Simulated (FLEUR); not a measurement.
# CuI (Marshite) (F-43m) in FLEUR: a series of runs

Runs on CuI (Marshite). Level: LDA. Tasks: band structure, equation of state.

All numbers are computed with FLEUR MaX-R8.1 (later development tree); they aren't measurements. Logs are shortened: lines on timing, memory, paths and dates and some standing lists are left out, and cuts for length are marked.

**1. The structure**

It takes space group F-43m (No. 216, cubic). The conventional cell has a = 6.063 Å, b = 6.063 Å, c = 6.063 Å, α = 90.00°, β = 90.00°, γ = 90.00°. I (site symmetry -43m) has 4 Cu at 2.63 Å as nearest neighbours. Around Cu (site symmetry -43m) lie 4 I at 2.63 Å.

**2. Band structure, LDA**

The input, inp.xml:

```xml
<?xml version="1.0" encoding="UTF-8" standalone="no"?>
<fleurInput fleurInputVersion="0.39">
   <comment>
      CuI                                                                                                 
   </comment>
   <calculationSetup>
      <cutoffs Kmax="4.39" Gmax="13.6" GmaxXC="13.6" numbands="0"/>
      <scfLoop itmax="60" minDistance="0.00001" maxIterBroyd="15" imix="Anderson" alpha="0.05" precondParam="0.0" spinf="2.0" sdNocoIR="T"/>
      <coreElectrons ctail="T" frcor="F" kcrel="0" coretail_lmax="0"/>
      <xcFunctional name="vwn" relativisticCorrections="F"/>
      <magnetism jspins="1"/>
      <soc l_soc="F" theta="0.0" phi="0.0" spav="F"/>
      <expertModes spex="0" secvar="F"/>
      <geometryOptimization l_f="F" forcealpha="1.0" forcemix="BFGS" epsdisp="0.00001" epsforce="0.00001"/>
      <ldaU l_linMix="F" mixParam="0.05" spinf="1.0"/>
   </calculationSetup>
   <cell>
      <bzIntegration valenceElectrons="42.0" mode="hist" fermiSmearingEnergy="0.00183747">
         <kPointListSelection listName="default-1"/>
         <!-- k-points included here -->
         <xi:include xmlns:xi="http://www.w3.org/2001/XInclude" href="kpts.xml"> </xi:include>
      </bzIntegration>
      <!-- symmetry operations included here -->
      <xi:include xmlns:xi="http://www.w3.org/2001/XInclude" href="sym.xml"> </xi:include>
      <bulkLattice scale="1.0">
         <bravaisMatrix>
[... 33 lines left out ...]
         <lo type="SCLO" l="0" n="3" eDeriv="0"/>
         <lo type="SCLO" l="1" n="3" eDeriv="0"/>
         <lo type="SCLO" l="1" n="3" eDeriv="1"/>
         <lo type="SCLO" l="2" n="3" eDeriv="2"/>
         <lo type="SCLO" l="3" n="4" eDeriv="2"/>
      </species>
   </atomSpecies>
   <atomGroups>
      <atomGroup species="Iodine (I)">
         <relPos label="                   1">.0000000000 .0000000000 .0000000000</relPos>
         <force calculate="T" relaxXYZ="TTT"/>
      </atomGroup>
      <atomGroup species="Copper (Cu)">
         <relPos label="                   2">-1.000/4.000 -1.000/4.000 -1.000/4.000</relPos>
         <force calculate="T" relaxXYZ="TTT"/>
      </atomGroup>
   </atomGroups>
   <output dos="F" band="F" slice="F">
      <checks vchk="F" cdinf="F"/>
      <bandDOS minEnergy="-.5*Htr" maxEnergy="0.5*Htr" sigma="0.015" storeEVData="T"/>
      <vacuumDOS vacdos="F" integ="F" star="F" nstars="0" locx1="0.0" locy1="0.0" locx2="0.0" locy2="0.0" nstm="0" tworkf="0.0"/>
      <unfoldingBand unfoldBand="F" supercellX="1" supercellY="1" supercellZ="1"/>
      <plotting iplot="0" polar="F">
         <plot TwoD="T" vec1="  1.0  0.0  0.0" vec2="  0.0  1.0  0.0" vec3="  0.0  0.0  1.0" zero="  0.0  0.0  0.0" file="plot"/>
      </plotting>
      <chargeDensitySlicing numkpt="0" minEigenval="0.0" maxEigenval="0.0" nnne="0" pallst="F"/>
      <specialOutput eonly="F"/>
      <moessbauerParams electricFieldGradient="T" isomerShift="T" coreHyperfine="T" valenceHyperfine="T"/>
      <magneticCircularDichroism mcd="F" energyLo="-10.0" energyUp="0.0"/>
   </output>
  <!-- We include the file relax.xml here to enable relaxations (see documentation) -->
  <xi:include xmlns:xi="http://www.w3.org/2001/XInclude" href="relax.xml"> <xi:fallback/> </xi:include>
</fleurInput>
```

The input, crystal.txt:

```
CuI
&input cartesian=F /
0.0000000000  3.0315000000  3.0315000000
3.0315000000  0.0000000000  3.0315000000
3.0315000000  3.0315000000  0.0000000000
1.8897261246
1.0 1.0 1.0

2
53 0.0000000000  0.0000000000  0.0000000000
29 0.7500000000  0.7500000000  0.7500000000

&kpt div1=8 div2=8 div3=8 gamma=T /
```

The input, inp.xml (bands):

```
<?xml version="1.0" encoding="UTF-8" standalone="no"?>
<fleurInput fleurInputVersion="0.39">
   <comment>
      CuI                                                                                                 
   </comment>
   <calculationSetup>
      <cutoffs Kmax="4.39" Gmax="13.6" GmaxXC="13.6" numbands="0"/>
      <scfLoop itmax="60" minDistance="0.00001" maxIterBroyd="15" imix="Anderson" alpha="0.05" precondParam="0.0" spinf="2.0" sdNocoIR="T"/>
      <coreElectrons ctail="T" frcor="F" kcrel="0" coretail_lmax="0"/>
      <xcFunctional name="vwn" relativisticCorrections="F"/>
      <magnetism jspins="1"/>
      <soc l_soc="F" theta="0.0" phi="0.0" spav="F"/>
      <expertModes spex="0" secvar="F"/>
      <geometryOptimization l_f="F" forcealpha="1.0" forcemix="BFGS" epsdisp="0.00001" epsforce="0.00001"/>
      <ldaU l_linMix="F" mixParam="0.05" spinf="1.0"/>
   </calculationSetup>
   <cell>
      <bzIntegration valenceElectrons="42.0" mode="hist" fermiSmearingEnergy="0.00183747">
         <kPointListSelection listName="path-1"/>
         <!-- k-points included here -->
         <xi:include xmlns:xi="http://www.w3.org/2001/XInclude" href="kpts.xml"> </xi:include>
      </bzIntegration>
      <!-- symmetry operations included here -->
      <xi:include xmlns:xi="http://www.w3.org/2001/XInclude" href="sym.xml"> </xi:include>
      <bulkLattice scale="1.0">
         <bravaisMatrix>
[... 32 lines left out ...]
         <energyParameters s="4" p="4" d="3" f="4"/>
         <lo type="SCLO" l="0" n="3" eDeriv="0"/>
         <lo type="SCLO" l="1" n="3" eDeriv="0"/>
         <lo type="SCLO" l="1" n="3" eDeriv="1"/>
         <lo type="SCLO" l="2" n="3" eDeriv="2"/>
         <lo type="SCLO" l="3" n="4" eDeriv="2"/>
      </species>
   </atomSpecies>
   <atomGroups>
      <atomGroup species="Iodine (I)">
         <relPos label="                   1">.0000000000 .0000000000 .0000000000</relPos>
         <force calculate="T" relaxXYZ="TTT"/>
      </atomGroup>
      <atomGroup species="Copper (Cu)">
         <relPos label="                   2">-1.000/4.000 -1.000/4.000 -1.000/4.000</relPos>
         <force calculate="T" relaxXYZ="TTT"/>
      </atomGroup>
   </atomGroups>
   <output dos="F" band="T" slice="F">
      <checks vchk="F" cdinf="F"/>
      <bandDOS minEnergy="-.5*Htr" maxEnergy="0.5*Htr" sigma="0.015" storeEVData="T"/>
      <vacuumDOS vacdos="F" integ="F" star="F" nstars="0" locx1="0.0" locy1="0.0" locx2="0.0" locy2="0.0" nstm="0" tworkf="0.0"/>
      <unfoldingBand unfoldBand="F" supercellX="1" supercellY="1" supercellZ="1"/>
      <plotting iplot="0" polar="F">
         <plot TwoD="T" vec1="  1.0  0.0  0.0" vec2="  0.0  1.0  0.0" vec3="  0.0  0.0  1.0" zero="  0.0  0.0  0.0" file="plot"/>
      </plotting>
      <chargeDensitySlicing numkpt="0" minEigenval="0.0" maxEigenval="0.0" nnne="0" pallst="F"/>
      <specialOutput eonly="F"/>
      <moessbauerParams electricFieldGradient="T" isomerShift="T" coreHyperfine="T" valenceHyperfine="T"/>
      <magneticCircularDichroism mcd="F" energyLo="-10.0" energyUp="0.0"/>
   </output>
  <!-- We include the file relax.xml here to enable relaxations (see documentation) -->
  <xi:include xmlns:xi="http://www.w3.org/2001/XInclude" href="relax.xml"> <xi:fallback/> </xi:include>
</fleurInput>
```

Potentials or basis: all-electron, FLAPW.

Started as:

```bash
inpgen -f crystal.txt -profile fastHighL
# inp.xml edited to the form shown
fleur_MPI
fleur_MPI   # second run, on inp.xml (bands)
```

The log of the run:

```text
Welcome to FLEUR        (www.flapw.de)
      MaX-Release 8.1          (www.max-centre.eu)

 ========== k-point set info ==========
 Selected k-point list: default-1
 k-point list type: mesh
 8 x 8 x 8
 Number of k points: 29

 ------------Calculation Setup---------------------------
 Number of MPI-tasks      :            1
 Number of PE/node        :            1
 Number of OMP-threads    :            1
 Most efficient MPI parallelization for:
           1          29
 Additional eigenvalue parallelization possible
 Number of basis functions:          630
 Approximate size of matrices (H+S) per k-point:         0.012 GB
 --------------------------------------------------------
 Iteration:     1   Distance:      10.43876565 me/bohr^3
 Iteration:     2   Distance:       7.79578998 me/bohr^3
 Iteration:     3   Distance:       4.27634197 me/bohr^3
 Iteration:     4   Distance:       5.07056516 me/bohr^3
 Iteration:     5   Distance:       0.93290191 me/bohr^3
 Iteration:     6   Distance:       0.20941562 me/bohr^3
 Iteration:     7   Distance:       0.33997207 me/bohr^3
 Iteration:     8   Distance:       0.05702029 me/bohr^3
 Iteration:     9   Distance:       0.04410590 me/bohr^3
 Iteration:    10   Distance:       0.00513862 me/bohr^3
 Iteration:    11   Distance:       0.00411651 me/bohr^3
 Iteration:    12   Distance:       0.00182458 me/bohr^3
 Iteration:    13   Distance:       0.00023475 me/bohr^3
 Iteration:    14   Distance:       0.00002908 me/bohr^3
 Iteration:    15   Distance:       0.00000518 me/bohr^3

 ********************************************************************
 Run finished successfully
 Stop message:
   all done
 ********************************************************************
```

output (bands):

```text
Welcome to FLEUR        (www.flapw.de)
      MaX-Release 8.1          (www.max-centre.eu)

 ========== k-point set info ==========
 Selected k-point list: path-1
 k-point list type: path
 Number of k points: 60

 ------------Calculation Setup---------------------------
 Number of MPI-tasks      :            1
 Number of PE/node        :            1
 Number of OMP-threads    :            1
 Most efficient MPI parallelization for:
           1           2           3           4           5           6          10          12          15          20          30          60
 Additional eigenvalue parallelization possible
 Number of basis functions:          636
 Approximate size of matrices (H+S) per k-point:         0.012 GB
 --------------------------------------------------------
 Fermi energy correction for insulators:
 No automatic correction of the Fermi energy has been performed.

 Note: Band structure data (together with different weights) is also stored in the banddos.hdf file.
       A convenient way of extracting and plotting the data from that file is by making use of the

 ********************************************************************
 Run finished successfully
 Stop message:
   Charge density postprocessing done.
 ********************************************************************
```

out.xml (last iteration):

```text
<iteration numberForCurrentRun="   15" overallNumber="   15">
         <energyParameters units="Htr">
            <atomicEP atomType="1" spin="1" branch="5s" branchLowest="-6.27" branchHighest="0.38" value="-0.3632047486"/>
            <atomicEP atomType="1" spin="1" branch="5p" branchLowest="-4.33" branchHighest="1.14" value="-0.0508475744"/>
            <atomicEP atomType="1" spin="1" branch="5d" branchLowest="-1.48" branchHighest="2.45" value="0.1869566217"/>
            <atomicEP atomType="1" spin="1" branch="4f" branchLowest="-9.99" branchHighest="1.45" value="0.3447963336"/>
            <loAtomicEP atomType="1" spin="1" branch="4p" branchLowest="-31.19" branchHighest="-4.33" value="-4.3446026607"/>
            <loAtomicEP atomType="1" spin="1" branch="4p" branchLowest="-31.19" branchHighest="-4.33" value="-4.3446026607"/>
            <loAtomicEP atomType="1" spin="1" branch="4d" branchLowest="-21.91" branchHighest="-1.48" value="-1.5010755906"/>
            <loAtomicEP atomType="1" spin="1" branch="4d" branchLowest="-21.91" branchHighest="-1.48" value="-1.5010755906"/>
            <loAtomicEP atomType="1" spin="1" branch="5s" branchLowest="-6.27" branchHighest="0.38" value="-0.3632047486"/>
            <loAtomicEP atomType="1" spin="1" branch="4f" branchLowest="-9.99" branchHighest="1.45" value="0.3447959961"/>
            <atomicEP atomType="2" spin="1" branch="4s" branchLowest="-3.89" branchHighest="1.54" value="0.0489037000"/>
            <atomicEP atomType="2" spin="1" branch="4p" branchLowest="-2.34" branchHighest="2.17" value="0.2022846789"/>
            <atomicEP atomType="2" spin="1" branch="3d" branchLowest="-9.99" branchHighest="0.20" value="0.1014471507"/>
            <atomicEP atomType="2" spin="1" branch="4f" branchLowest="-9.99" branchHighest="3.67" value="0.5307006533"/>
            <loAtomicEP atomType="2" spin="1" branch="3s" branchLowest="-38.66" branchHighest="-3.89" value="-3.8963859435"/>
            <loAtomicEP atomType="2" spin="1" branch="3p" branchLowest="-33.37" branchHighest="-2.34" value="-2.3487203084"/>
            <loAtomicEP atomType="2" spin="1" branch="3p" branchLowest="-33.37" branchHighest="-2.34" value="-2.3487203084"/>
            <loAtomicEP atomType="2" spin="1" branch="3d" branchLowest="-9.99" branchHighest="0.20" value="0.0982435410"/>
            <loAtomicEP atomType="2" spin="1" branch="4f" branchLowest="-9.99" branchHighest="3.67" value="0.5307033195"/>
         </energyParameters>
         <eigenvalues>
            <eigenvaluesAt spin="1" ikpt="1" k_x="0.00000000" k_y="0.00000000" k_z="0.00000000">
                      -4.3309761680       -4.3309761680       -4.3309761680       -3.8963823004       -2.3476357512
                      -2.3476357512       -2.3476357512       -1.5046075161       -1.5046075161       -1.5046075161
                      -1.5043999793       -1.5043999793       -0.3450145225        0.0377223218        0.0377223218
                       0.0377223218        0.1012842004        0.1012842004        0.1714081083        0.1714081083
                       0.1714081083        0.2058859397        0.3505891993        0.3505891993        0.3505891993
                       0.4629760132        0.5319067956        0.5319067956        0.5645836875        0.5645836875
                       0.5645836875        0.6692716141        0.9057675071
            </eigenvaluesAt>
            <eigenvaluesAt spin="1" ikpt="2" k_x="0.00000000" k_y="0.00000000" k_z="0.12500000">
                      -4.3309761358       -4.3309761112       -4.3309761112       -3.8963822824       -2.3476359939
                      -2.3476356176       -2.3476356176       -1.5046074010       -1.5046056184       -1.5046056184
                      -1.5043983402       -1.5043983402       -0.3423663093        0.0267984968        0.0379758951
                       0.0379758951        0.1010592671        0.1010592671        0.1470886593        0.1670712924
[... 55 lines left out ...]
         </allElectronCharges>
         <moessbauerParams unitsHFF="kG" unitsIS="e/bohr^3" unitsEFG="Htr/bohr^2">
            <coreIsomerShift atomType="1" isTotal="253055.99777">
               <shell n="1" l="0" isomerShift="219464.79827"/>
               <shell n="2" l="0" isomerShift="26332.65533"/>
               <shell n="2" l="1" isomerShift="725.14111"/>
               <shell n="3" l="0" isomerShift="5242.11636"/>
               <shell n="3" l="1" isomerShift="156.99369"/>
               <shell n="4" l="0" isomerShift="1134.29299"/>
               <shell n="3" l="2" isomerShift="0.00003"/>
            </coreIsomerShift>
            <coreIsomerShift atomType="2" isTotal="21894.69654">
               <shell n="1" l="0" isomerShift="19939.57987"/>
               <shell n="2" l="0" isomerShift="1941.44905"/>
               <shell n="2" l="1" isomerShift="13.66763"/>
            </coreIsomerShift>
            <isomerShift atomType="1" nucleusRadius="0.0001187" averageDensity="253203.54982"/>
            <isomerShift atomType="2" nucleusRadius="0.0000943" averageDensity="22188.06258"/>
            <electricFieldGradient atomType="1" VXX="0.00000" VYY="0.00000" VZZ="0.00000" asymParam="0.00000">
            </electricFieldGradient>
            <electricFieldGradient atomType="2" VXX="0.00000" VYY="0.00000" VZZ="0.00000" asymParam="0.00000">
            </electricFieldGradient>
         </moessbauerParams>
         <totalEnergy                                    value="    -8765.7385674340" units="Htr">
            <sumOfEigenvalues                            value="    -5281.7290121201">
               <coreElectrons value="-5219.4166016217"/>
               <valenceElectrons value="-62.3124104984"/>
            </sumOfEigenvalues>
            <densityCoulombPotentialIntegral value="-14178.3806861402"/>
            <densityEffectivePotentialIntegral value="-14497.7450028252"/>
            <chargeDenXCDenIntegral value="-240.9034205359"/>
            <FockExchangeEnergyValence value="0.0000000000"/>
            <FockExchangeEnergyCore value="0.0000000000"/>
            <atomTypeDependentContributions atomType="1">
               <electronNucleiInteractionDifferentMTs value="8621.2779632431"/>
               <MadelungTerm value="-33.3852508802"/>
            </atomTypeDependentContributions>
            <atomTypeDependentContributions atomType="2">
               <electronNucleiInteractionDifferentMTs value="1986.9528694049"/>
               <MadelungTerm value="-10.0447110050"/>
            </atomTypeDependentContributions>
            <tkbTimesEntropy value="0.0000000000"/>
            <freeEnergy value="-8765.7385674340"/>
            <extrapolationTo0K value="-8765.7385674340"/>
         </totalEnergy>
         <densityConvergence units="me/bohr^3">
            <chargeDensity spin="1" distance="0.0000051841"/>
         </densityConvergence>
      </iteration>
```

It took 2.1 min on 1 thread of Arm Neoverse V1, shared host; peak memory 0.07 GiB.

What came out:

```yaml
Free_energy: -238527.8979 eV
Band_gap_on_the_k_mesh: 0.94 eV, direct
Band_gap_along_the_path: 0.94 eV, direct
Valence_electrons_inside_the_program's_atomic_spheres: I 20.18; Cu 17.83 (radii I 2.36, Cu 2.23 bohr)
```

Levels at the corners of the path, in eV from the valence-band top:
```csv
point,band 17,band 18,band 19,band 20,band 21,band 22,band 23,band 24,band 25,band 26
Γ,-1.91,-1.91,0.00,0.00,0.00,0.94,4.88,4.88,4.88,7.93
X,-1.94,-1.85,-1.82,-1.54,-1.54,2.62,2.84,9.01,9.69,9.69
W,-1.97,-1.95,-1.83,-1.66,-1.30,4.46,4.59,5.94,6.31,10.17
K,-2.04,-1.88,-1.77,-1.56,-1.28,3.02,4.57,7.45,7.86,8.25
Γ,-1.91,-1.91,0.00,0.00,0.00,0.94,4.88,4.88,4.88,7.93
L,-1.88,-1.88,-1.84,-0.72,-0.72,2.03,5.42,5.42,7.23,8.92
U,-2.04,-1.88,-1.77,-1.56,-1.28,3.02,4.57,7.45,7.86,8.25
W,-1.97,-1.95,-1.83,-1.66,-1.30,4.46,4.59,5.94,6.31,10.17
L,-1.88,-1.88,-1.84,-0.72,-0.72,2.03,5.42,5.42,7.23,8.92
K,-2.04,-1.88,-1.77,-1.56,-1.28,3.02,4.57,7.45,7.86,8.25
U,-2.04,-1.88,-1.77,-1.56,-1.28,3.02,4.57,7.45,7.86,8.25
X,-1.94,-1.85,-1.82,-1.54,-1.54,2.62,2.84,9.01,9.69,9.69
```

Core levels (eV from the Fermi level):
```csv
atom,levels
1 I,"1s1/2 -32920.4, 2s1/2 -5081.9, 2p1/2 -4770.3, 2p3/2 -4471.9, 3s1/2 -1021.6, 3p1/2 -892.5, 3p3/2 -836.4, 4s1/2 -175.3, 3d3/2 -608.1, 3d5/2 -596.3"
2 Cu,"1s1/2 -8827.8, 2s1/2 -1056.8, 2p1/2 -926.6, 2p3/2 -906.1"
```

Caveat: spin-orbit coupling is left out, which moves the levels of the heavy elements.

(Continued in part 2 of 2.)
